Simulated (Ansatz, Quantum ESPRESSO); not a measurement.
# Au and the pressure, program beside program

The cell as given:

```cif
data_structure
_symmetry_space_group_name_H-M 'P6_3/mmc'
_symmetry_Int_Tables_number 194
_cell_length_a 2.9000
_cell_length_b 2.9000
_cell_length_c 4.8800
_cell_angle_alpha 90.000
_cell_angle_beta 90.000
_cell_angle_gamma 120.000
_cell_volume 35.54
loop_
_atom_site_label
_atom_site_type_symbol
_atom_site_symmetry_multiplicity
_atom_site_Wyckoff_symbol
_atom_site_fract_x
_atom_site_fract_y
_atom_site_fract_z
_atom_site_occupancy
Au1 Au 2 d 0.66667 0.33333 0.25000 1
```

This isn't the form of Au at room conditions, which is fcc.

Kept alike: task relaxation of cell and atoms; functional PBEsol; k mesh 11 × 11 × 6; occupations fermi-dirac, width 0.05 eV; no spin polarisation. The mesh is that of the run's cell of 2 atoms. No spin-orbit coupling.

- A: Ansatz, all-electron LAPW, scalar-relativistic
- B: Quantum ESPRESSO, GBRV 1.5 PBEsol, cutoff 707 eV

| pressure (GPa) | A: volume (Å³/atom) | B: volume (Å³/atom) |
| --- | --- | --- |
| 0 | 17.022 | 16.984 |
| 5 | 16.569 | 16.535 |
| 10 | 16.185 | 16.155 |
| 20 | 15.561 | 15.537 |

Values hold for each row's relaxed cell, which stops near the pressure aimed at. The runs follow the start's structure, whether or not it is the stable one at these pressures.

Problem. How large is the effect of the pressure, and do the programs agree on it?

Solution. From 0 to 20 GPa the volume moves by -1.461 in A, -1.447 in B (Å³/atom). Row by row the programs differ by 0.024 to 0.038, and over this span the shifts, as printed, agree within about 1 %.
